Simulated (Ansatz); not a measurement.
# AlN: an elastic constant from a strain scan

All numbers below come from DFT r2SCAN, scalar-relativistic, plane waves, PAW in Ansatz 0.2.0. Settings: plane waves to 500 eV, k-mesh 10×10×10 (Γ-centred), Gaussian smearing 0.05 eV. No spin polarisation. Energies are free energies at this smearing, counted from the undisturbed cell; pressure is positive in compression.

The starting cell (as given, not relaxed at this level; it stands at 0.3 GPa; this zinc-blende form isn't the usual structure):

```yaml
crystal:
  lattice:
    - [0.00000, 2.18399, 2.18399]
    - [2.18399, 0.00000, 2.18399]
    - [2.18399, 2.18399, 0.00000]
  atoms:
    - { symbol: Al, position: [0.00000, 0.00000, 0.00000] }
    - { symbol: N, position: [0.75000, 0.75000, 0.75000] }
```

The cell is strained by ε times the Voigt pattern (0, 0, 1, 0, 0, 0) (xx, yy, zz, yz, xz, xy; engineering shear) with fractional coordinates fixed. The cell holds 2 atoms in V0 = 20.83 Å³. The stress column is τ = (1/V0) dE/dε, got from the stress tensor σ (compression positive) at each point as −det(1 + εP) σ : P(1 + εP)⁻¹, with P the pattern as a tensor.

```
      ε  ΔE (meV/atom)  τ (GPa)
-0.1000        103.921  -31.918
-0.0750         58.566  -23.895
-0.0500         26.206  -15.931
-0.0250          6.732   -8.043
 0.0000          0.000   -0.260
 0.0250          5.813    7.387
 0.0500         23.919   14.864
 0.0750         54.019   22.135
 0.0875         73.457   25.683
 0.1000              ?        ?
```

Task: Which combination of elastic constants does this scan measure, and how large is it?

Result: For small ε, τ = τ0 + Kε with K = pᵀCp, which for this pattern is C11 in the cubic axes. The parabola through τ at ε = -0.0250, 0 and 0.0250 has slope K = 309 GPa at zero. The energies per cell, E = NΔE, of the same two points give K = 2[E(ε₊)/ε₊ − E(ε₋)/ε₋]/[(ε₊ − ε₋)V0] = 309 GPa, in agreement.

Task: Predict the withheld row at ε = 0.1000 from the harmonic law, and compare.

Result: ΔE = V0(τ0 ε + Kε²/2)/N = 98.633 meV/atom and τ = 30.60 GPa. The calculation gives 95.750 meV/atom and 29.17 GPa, a miss of 2.9 % of the harmonic energy, so the harmonic law still holds here.